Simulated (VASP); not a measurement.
# CaO (Lime) (Fm-3m) in VASP: a series of runs

The runs below take CaO (Lime) through relaxation of the atoms, relaxation of cell and atoms, with PBE+D3(BJ), PBEsol.

Program: VASP 6.6.1. These are calculated values, not measurements. Logs are shortened: lines on timing, memory, paths and dates and some standing lists are left out, and cuts for length are marked.

### Step 1. Starting point

The structure is cubic, space group Fm-3m (No. 225). The conventional cell has a = 4.813 Å, b = 4.813 Å, c = 4.813 Å, α = 90.00°, β = 90.00°, γ = 90.00°. Around Ca (site symmetry m-3m) lie 6 O at 2.41 Å. Around O (site symmetry m-3m) lie 6 Ca at 2.41 Å.

### Step 2. Relaxation of the atoms, PBE+D3(BJ) (a relaxed cell with its volume scaled by 1.06)

INCAR reads:

```
ALGO = Normal
EDIFF = 1E-7
EDIFFG = -0.01
ENCUT = 600
GGA = PE
IBRION = 2
ISIF = 2
ISMEAR = 0
IVDW = 12
LASPH = T
LCHARG = F
LREAL = F
LWAVE = F
NELM = 80
NSW = 40
PREC = Accurate
SIGMA = 0.03
```

KPOINTS reads:

```
k-points
0
Gamma
  10 10 10
```

POSCAR reads:

```
CaO                                     
1.0
    0.0000000000      2.4422626411      2.4422626411
    2.4422626411      0.0000000000      2.4422626411
    2.4422626411      2.4422626411      0.0000000000
  Ca              O             
     1     1
Direct
     0.0000000000000000    0.0000000000000000    0.0000000000000000
     0.5000000000000000    0.5000000000000000    0.5000000000000000
```

Potentials or basis: VASP PAW PBE potentials, release 64 (Ca_sv, O).

Command:

```console
cat potpaw_PBE.64/Ca_sv/POTCAR potpaw_PBE.64/O/POTCAR > POTCAR
mpirun -np 1 vasp_std > vasp.out
```

OUTCAR:

```text
EDIFF = 1E-7
   EDIFFG = -0.01
   ENCUT = 600
   GGA = PE
   IBRION = 2
   ISIF = 2
   ISMEAR = 0
   IVDW = 12
   LASPH = T
   LREAL = F
   NELM = 80
   NSW = 40
   PREC = Accurate
 IVDW          = 12

 ion  position               nearest neighbor table
   1  0.000  0.000  0.000-   2 2.44   2 2.44   2 2.44   2 2.44   2 2.44   2 2.44
   2  0.500  0.500  0.500-   1 2.44   1 2.44   1 2.44   1 2.44   1 2.44   1 2.44

  LATTYP: Found a face centered cubic cell.
 ALAT       =     4.8845252822

  Lattice vectors:

 A1 = (   0.0000000000,   2.4422626411,   2.4422626411)
 A2 = (   2.4422626411,   0.0000000000,   2.4422626411)
 A3 = (   2.4422626411,   2.4422626411,   0.0000000000)

Analysis of symmetry for initial positions (statically):
=====================================================================
 Subroutine PRICEL returns:
 Original cell was already a primitive cell.

 Routine SETGRP: Setting up the symmetry group for a
 face centered cubic supercell.

 Subroutine GETGRP returns: Found 48 space group operations
 (whereof 48 operations were pure point group operations)
 out of a pool of 48 trial point group operations.

The static configuration has the point symmetry O_h .

Analysis of symmetry for dynamics (positions and initial velocities):
=====================================================================
 Subroutine PRICEL returns:
 Original cell was already a primitive cell.

 Routine SETGRP: Setting up the symmetry group for a
 face centered cubic supercell.

 Subroutine GETGRP returns: Found 48 space group operations
 (whereof 48 operations were pure point group operations)
 out of a pool of 48 trial point group operations.

The dynamic configuration has the point symmetry O_h .

 Subroutine INISYM returns: Found 48 space group operations
 (whereof 48 operations are pure point group operations),
 and found     1 'primitive' translations

----------------------------------------------------------------------------------------

                                     Primitive cell

  volume of cell :      29.1345

  direct lattice vectors                    reciprocal lattice vectors
     0.000000000  2.442262641  2.442262641    -0.204728186  0.204728186  0.204728186
     2.442262641  0.000000000  2.442262641     0.204728186 -0.204728186  0.204728186
     2.442262641  2.442262641  0.000000000     0.204728186  0.204728186 -0.204728186

  length of vectors
     3.453880950  3.453880950  3.453880950     0.354599620  0.354599620  0.354599620

  position of ions in fractional coordinates (direct lattice)
     0.000000000  0.000000000  0.000000000
     0.500000000  0.500000000  0.500000000

  ion indices of the primitive-cell ions
   primitive index   ion index
                 1           1
                 2           2

----------------------------------------------------------------------------------------

 KPOINTS: k-points

Automatic generation of k-mesh.
 Grid dimensions read from file:
 generate k-points for:   10   10   10

 Generating k-lattice:

  Cartesian coordinates                     Fractional coordinates (reciprocal lattice)
    -0.020472819  0.020472819  0.020472819     0.100000000  0.000000000  0.000000000
     0.020472819 -0.020472819  0.020472819     0.000000000  0.100000000  0.000000000
     0.020472819  0.020472819 -0.020472819     0.000000000  0.000000000  0.100000000

  Length of vectors
     0.035459962  0.035459962  0.035459962

  Shift w.r.t. Gamma in fractional coordinates (k-lattice)
     0.000000000  0.000000000  0.000000000

 Subroutine IBZKPT returns following result:
 ===========================================

 Found     47 irreducible k-points:

 Following reciprocal coordinates:
            Coordinates               Weight
  0.000000  0.000000  0.000000      1.000000
  0.100000  0.000000  0.000000      8.000000
  0.200000  0.000000  0.000000      8.000000
  0.300000  0.000000  0.000000      8.000000
  0.400000  0.000000  0.000000      8.000000
  0.500000  0.000000  0.000000      4.000000
[... 16 lines left out ...]
  0.300000  0.300000  0.000000      6.000000
  0.400000  0.300000  0.000000     24.000000
 [... further k-points ...]
   k-points           NKPTS =     47   k-points in BZ     NKDIM =     47   number of bands    NBANDS=     12
   number of dos      NEDOS =    301   number of ions     NIONS =      2
   total plane-waves  NPLWV =  21952
   dimension x,y,z NGX =    28 NGY =   28 NGZ =   28
   dimension x,y,z NGXF=    56 NGYF=   56 NGZF=   56
   ions per type =               1   1
   NGX,Y,Z   is equivalent  to a cutoff of  13.48, 13.48, 13.48 a.u.
   NGXF,Y,Z  is equivalent  to a cutoff of  26.95, 26.95, 26.95 a.u.
 SYSTEM =  unknown system
   PREC   = accura    normal or accurate (medium, high low for compatibility)
   ISTART =      0    job   : 0-new  1-cont  2-samecut
   ICHARG =      2    charge: 1-file 2-atom 10-const
   ISPIN  =      1    spin polarized calculation?
   LNONCOLLINEAR =      F non collinear calculations
   LSORBIT =      F    spin-orbit coupling
   LASPH  =      T    aspherical Exc in radial PAW
   ENCUT  =  600.0 eV  44.10 Ry    6.64 a.u.   6.90  6.90  6.90*2*pi/ulx,y,z
   NELM   =     80;   NELMIN=  2; NELMDL= -5     # of ELM steps
   EDIFF  = 0.1E-06   stopping-criterion for ELM
   LREAL  =      F    real-space projection
   EDIFFG = -.1E-01   stopping-criterion for IOM
   NSW    =     40    number of steps for IOM
   IBRION =      2    ionic relax: 0-MD 1-quasi-New 2-CG
   NFREE  =      1    steps in history (QN), initial steepest desc. (CG)
   ISIF   =      2    stress and relaxation
   ISYM   =      2    0-nonsym 1-usesym 2-fastsym
   POTIM  = 0.5000    time-step for ionic-motion
   TEBEG  =    0.0;   TEEND  =   0.0 temperature during run
   PSTRESS=    0.0 pullay stress
   NELECT =      16.0000    total number of electrons
   NUPDOWN=      -1.0000    fix difference up-down
   EMIN   =  10.00;   EMAX   =-10.00  energy-range for DOS
   EFERMI =   0.00;   METHOD = LEGACY
   ISMEAR =     0;   SIGMA  =   0.03  broadening in eV -4-tet -1-fermi 0-gaus
   EFERMI_NEDOS =   21; number of points for ismear=-14 and -15
   IALGO  =     38    algorithm
   IMIX   =      4    mixing-type and parameters
     AMIX     =   0.40;   BMIX     =  1.00
     AMIX_MAG =   1.60;   BMIX_MAG =  1.00
  volume/ion in A,a.u.               =      14.57        98.30
  Fermi-wavevector in a.u.,A,eV,Ry     =   1.340641  2.533444 24.453996  1.797318
  Thomas-Fermi vector in A             =   2.468938
   LORBIT       =      0    0 simple, 1 ext, 2 COOP (PROOUT), +10 PAW based schemes
   GGA     = PE    functional components
   LHFCALC =     F    Hartree Fock is set to
   AEXX    =    0.0000 exact exchange contribution
   IVDW    =    12    specifies the selected vdW correction
   LEPSILON=     F    determine dielectric tensor
   LRPA    =     F    only Hartree local field effects (RPA)
 conjugate gradient relaxation of ions
 non-spin polarized calculation
 Gauss-broadening in eV      SIGMA  =   0.03
  energy-cutoff  :      600.00
  volume of cell :       29.13
 maximum number of plane-waves:       990
   NGX = 13   NGY = 13   NGZ = 13

 number of electron      16.0000004 magnetization

 Free energy of the ion-electron system (eV)
  ---------------------------------------------------
  ext. energy  EPLUGINS =         0.00000000
  ---------------------------------------------------
  free energy    TOTEN  =       -12.80151413 eV

  energy without entropy =      -12.80151413  energy(sigma->0) =      -12.80151413

 E-fermi :   2.2827     XC(G=0): -10.2422

 val. band max:        2.0811837816   @ k =   0.0000   0.0000   0.0000
 cond. band min:       5.7262963312   @ k =   0.5000   0.5000   0.0000
 fundamental gap:      3.6451125495
 Fermi energy:         2.2827474634

 k-point     1 :       0.0000    0.0000    0.0000
  band No.  band energies     occupation
      1     -35.7565      2.00000
      2     -16.5525      2.00000
      3     -16.5525      2.00000
      4     -16.5525      2.00000
      5     -13.3589      2.00000
      6       2.0812      2.00000
      7       2.0812      2.00000
      8       2.0812      2.00000
      9       6.4140      0.00000
     10       8.1853      0.00000
     11       8.1853      0.00000
     12       8.1853      0.00000

 k-point     2 :       0.1000    0.0000    0.0000
  band No.  band energies     occupation
      1     -35.7487      2.00000
      2     -16.6620      2.00000
      3     -16.5571      2.00000
      4     -16.5571      2.00000
      5     -13.2414      2.00000
      6       1.7293      2.00000
      7       1.9537      2.00000
      8       1.9537      2.00000
      9       6.8661      0.00000
     10       8.1509      0.00000
     11       8.3461      0.00000
     12       8.3461      0.00000

 k-point     3 :       0.2000    0.0000    0.0000
  band No.  band energies     occupation
      1     -35.7282      2.00000
      2     -16.9191      2.00000
      3     -16.5691      2.00000
      4     -16.5691      2.00000
      5     -12.9624      2.00000
      6       0.9872      2.00000
      7       1.6466      2.00000
      8       1.6466      2.00000
      9       7.8652      0.00000
     10       8.1920      0.00000
     11       8.7897      0.00000
     12       8.7897      0.00000

 k-point     4 :       0.3000    0.0000    0.0000
  band No.  band energies     occupation
      1     -35.7026      2.00000
      2     -17.1958      2.00000
      3     -16.5838      2.00000
      4     -16.5838      2.00000
      5     -12.6570      2.00000
      6       0.2525      2.00000
      7       1.3083      2.00000
      8       1.3083      2.00000
      9       8.3304      0.00000
     10       9.0729      0.00000
     11       9.3963      0.00000
     12       9.3963      0.00000

 k-point     5 :       0.4000    0.0000    0.0000
  band No.  band energies     occupation
      1     -35.6819      2.00000
      2     -17.3965      2.00000
      3     -16.5956      2.00000
      4     -16.5956      2.00000
      5     -12.4315      2.00000
      6      -0.2618      2.00000
      7       1.0603      2.00000
      8       1.0603      2.00000
      9       8.6970      0.00000
     10       9.9240      0.00000
     11       9.9468      0.00000
     12       9.9468      0.00000
[... 228 lines left out ...]
      1     -35.6746      2.00000
      2     -17.2491      2.00000
      3     -16.7521      2.00000
      4     -16.6011      2.00000
      5     -12.5685      2.00000
      6       0.0527      2.00000
      7       1.0493      2.00000
      8       1.2223      2.00000
      9       8.4537      0.00000
     10       9.1200      0.00000
     11       9.7574      0.00000
     12      10.2489      0.00000

 k-point    22 :      -0.2000    0.2000    0.0000
  band No.  band energies     occupation
      1     -35.6941      2.00000
      2     -17.1465      2.00000
      3     -16.7015      2.00000
      4     -16.5757      2.00000
      5     -12.6746      2.00000
      6       0.2631      2.00000
      7       1.1702      2.00000
      8       1.4822      2.00000
      9       8.1006      0.00000
     10       8.8911      0.00000
     11       9.2292      0.00000
     12       9.9567      0.00000

 k-point    23 :       0.3000    0.3000    0.0000
  band No.  band energies     occupation
      1     -35.6859      2.00000
      2     -17.0282      2.00000
      3     -16.6791      2.00000
      4     -16.6791      2.00000
      5     -12.9129      2.00000
      6       0.4030      2.00000
      7       1.7425      2.00000
      8       1.7425      2.00000
      9       6.3985      0.00000
     10       8.7827      0.00000
     11      10.2904      0.00000
     12      10.3813      0.00000

 k-point    24 :       0.4000    0.3000    0.0000
  band No.  band energies     occupation
      1     -35.6699      2.00000
      2     -17.0831      2.00000
      3     -16.7210      2.00000
      4     -16.6987      2.00000
      5     -12.9066      2.00000
      6       0.4455      2.00000
      7       1.5398      2.00000
      8       1.6364      2.00000
      9       6.3606      0.00000
     10       9.3608      0.00000
     11      10.5831      0.00000
     12      10.6464      0.00000

 [... further k-points ...]

------------------------ aborting loop because EDIFF is reached ----------------------------------------

 Edisp (eV)   -0.51802

 E8    (eV) :    -0.2324

  FORCE on cell =-STRESS in cart. coord.  units (eV):
  Direction    XX          YY          ZZ          XY          YZ          ZX
  --------------------------------------------------------------------------------------
  -------------------------------------------------------------------------------------
  Total      -1.05089    -1.05089    -1.05089     0.00000    -0.00000     0.00000
  in kB     -57.79086   -57.79086   -57.79086     0.00000    -0.00000     0.00000
  external pressure =      -57.79 kB  Pullay stress =        0.00 kB

 VOLUME and BASIS-vectors are now :
 -----------------------------------------------------------------------------
  energy-cutoff  :      600.00
  volume of cell :       29.13
      direct lattice vectors                 reciprocal lattice vectors
     0.000000000  2.442262641  2.442262641    -0.204728186  0.204728186  0.204728186
     2.442262641  0.000000000  2.442262641     0.204728186 -0.204728186  0.204728186
     2.442262641  2.442262641  0.000000000     0.204728186  0.204728186 -0.204728186

 POSITION                                       TOTAL-FORCE (eV/Angst)
 -----------------------------------------------------------------------------------
      0.00000      0.00000      0.00000         0.000000      0.000000     -0.000000
      2.44226      2.44226      2.44226        -0.000000     -0.000000      0.000000
 -----------------------------------------------------------------------------------
    total drift:                                0.000000      0.000000      0.000000

  FREE ENERGIE OF THE ION-ELECTRON SYSTEM (eV)
  ---------------------------------------------------
  free  energy   TOTEN  =       -13.3195297102 eV

  energy  without entropy=      -13.3195297102  energy(sigma->0) =      -13.31952971

 reached required accuracy - stopping structural energy minimisation
```

Run time: 13 s. Hardware: 1 thread of AMD EPYC 9R45 (Zen 5), shared host; peak memory 0.15 GiB.

What came out:

| Property | Result |
| --- | --- |
| Free energy | -13.3195 eV |
| Pressure after relaxing | -5.8 GPa |
| Band gap on the k mesh | 3.65 eV, indirect (least direct gap 4.03 eV) |
| Dispersion energy per atom | -0.259 eV |

Final structure:
```xyz
2
Lattice="0.0000 2.4423 2.4423 2.4423 0.0000 2.4423 2.4423 2.4423 0.0000" Properties=species:S:1:pos:R:3 pbc="T T T"
Ca    0.0000    0.0000    0.0000
O     2.4423    2.4423    2.4423
```

Caveat: the relaxation stopped at its first step, so nothing moved.

### Step 3. Relaxation of cell and atoms, PBEsol

INCAR reads:

```
SYSTEM = CaO
PREC = Accurate ; ENCUT = 600
EDIFF = 1E-6 ; ISMEAR = 0
SIGMA = 0.03 ; LREAL = .False.
LASPH = .True. ; NELM = 80
ALGO = Normal ; ISIF = 3
LWAVE = .False. ; LCHARG = .False.
GGA = PS ; IBRION = 2
NSW = 90 ; EDIFFG = -0.01
```

KPOINTS reads:

```
Automatic mesh
0
Gamma
  10 10 10
  0 0 0
```

POSCAR reads:

```
CaO
1.0
    0.0000000000      2.4065000000      2.4065000000
    2.4065000000      0.0000000000      2.4065000000
    2.4065000000      2.4065000000      0.0000000000
Ca O
1 1
Direct
    0.0000000000      0.0000000000      0.0000000000
    0.5000000000      0.5000000000      0.5000000000
```

Potentials or basis: VASP PAW PBE potentials, release 64 (Ca_sv, O).

Command:

```console
cat potpaw_PBE.64/Ca_sv/POTCAR potpaw_PBE.64/O/POTCAR > POTCAR
mpirun -np 1 vasp_std > vasp.out
```

Run time: 33 s. Hardware: 1 thread of AMD EPYC 9R14 (Zen 4), shared host; peak memory 0.15 GiB.

Results (log left out):

| Item | Value |
| --- | --- |
| Free energy | -13.4146 eV |
| Relaxed volume | 13.61 Å³/atom |
| Relaxed cell | a = 3.376 Å, b = 3.376 Å, c = 3.376 Å, α = 60.00°, β = 60.00°, γ = 60.00° |
| Space group after relaxing (to 0.05 Å) | Fm-3m (No. 225) |
| Energy gained by relaxing | 2.8 meV/atom |
| Ionic steps | 3 |
| Pressure after relaxing | 0.0 GPa |
| Band gap on the k mesh | 3.53 eV, indirect (least direct gap 3.90 eV) |

The path:
| step | energy change (eV) | largest force (eV/Å) | pressure (GPa) | volume (Å³) |
| --- | --- | --- | --- | --- |
| 1 | 0.0000 | 0.0000 | -2.61 | 27.87 |
| 2 | -0.0047 | 0.0000 | 1.07 | 26.97 |
| 3 | -0.0055 | 0.0000 | 0.00 | 27.21 |

Final structure:
```cif
data_structure
_symmetry_space_group_name_H-M 'P 1'
_symmetry_Int_Tables_number 1
_cell_length_a 3.3762
_cell_length_b 3.3762
_cell_length_c 3.3762
_cell_angle_alpha 60.000
_cell_angle_beta 60.000
_cell_angle_gamma 60.000
_cell_volume 27.21
loop_
_atom_site_label
_atom_site_type_symbol
_atom_site_fract_x
_atom_site_fract_y
_atom_site_fract_z
_atom_site_occupancy
Ca1 Ca 0.00000 0.00000 0.00000 1
O1 O 0.50000 0.50000 0.50000 1
```

Levels at points of the mesh, in eV from the valence-band top:
```
           k point  band 4  band 5  band 6  band 7  band 8  band 9  band 10  band 11  band 12
(0.00, 0.00, 0.00)  -18.13  -15.48    0.00    0.00    0.00    4.73     6.24     6.24     6.24
(0.50, 0.00, 0.00)  -18.19  -14.16   -2.74   -1.26   -1.26    7.11     8.48     8.49     8.49
(0.50, 0.50, 0.00)  -18.38  -15.24   -1.31   -0.37   -0.37    3.53     8.19     9.04     9.73
```

Caveat: the PAW data sets were made with another functional, which shifts forces and pressure a little.

### Step 4. Relaxation of cell and atoms, PBEsol

This run uses another cell than the first one, of 13.61 Å³/atom, 0.976 times its volume.

INCAR reads:

```
SYSTEM = CaO
PREC = Accurate ; ENCUT = 600
EDIFF = 1E-7 ; ISMEAR = 0
SIGMA = 0.03 ; LREAL = .False.
LASPH = .True. ; NELM = 80
ALGO = Normal ; ISIF = 3
LWAVE = .False. ; LCHARG = .False.
GGA = PS ; IBRION = 2
NSW = 90 ; EDIFFG = -0.005
```

KPOINTS is that of step 3.

POSCAR reads:

```
CaO                                     
1.0
   -0.0000000000      2.3873311534      2.3873311534
    2.3873311534      0.0000000000      2.3873311534
    2.3873311534      2.3873311534      0.0000000000
  Ca              O             
     1     1
Direct
     0.0000000000000000    0.0000000000000000    0.0000000000000000
     0.5000000000000000    0.5000000000000000    0.5000000000000000
```

Command:

```console
cat potpaw_PBE.64/Ca_sv/POTCAR potpaw_PBE.64/O/POTCAR > POTCAR
mpirun -np 1 vasp_std > vasp.out
```

Run time: 14 s. Hardware: 1 thread of AMD EPYC 9R14 (Zen 4), shared host; peak memory 0.14 GiB.

It converged, with:

```
Free energy             : -13.4136 eV
Pressure after relaxing : 0.0 GPa
Band gap on the k mesh  : 3.53 eV, indirect (least direct gap 3.90 eV)
```

Final structure:
```
Ca O
1.0
     0.00000    2.38733    2.38733
     2.38733    0.00000    2.38733
     2.38733    2.38733    0.00000
Ca O
1 1
Direct
  0.00000 0.00000 0.00000
  0.50000 0.50000 0.50000
```

Levels at points of the mesh, in eV from the valence-band top:
| k point | band 4 | band 5 | band 6 | band 7 | band 8 | band 9 | band 10 | band 11 | band 12 |
| --- | --- | --- | --- | --- | --- | --- | --- | --- | --- |
| (0.00, 0.00, 0.00) | -18.13 | -15.48 | 0.00 | 0.00 | 0.00 | 4.73 | 6.24 | 6.24 | 6.24 |
| (0.50, 0.00, 0.00) | -18.19 | -14.16 | -2.74 | -1.26 | -1.26 | 7.11 | 8.48 | 8.48 | 8.48 |
| (0.50, 0.50, 0.00) | -18.38 | -15.24 | -1.31 | -0.37 | -0.37 | 3.53 | 8.19 | 9.04 | 9.73 |

Caveat: the relaxation stopped at its first step, so nothing moved; the PAW data sets were made with another functional, which shifts forces and pressure a little.
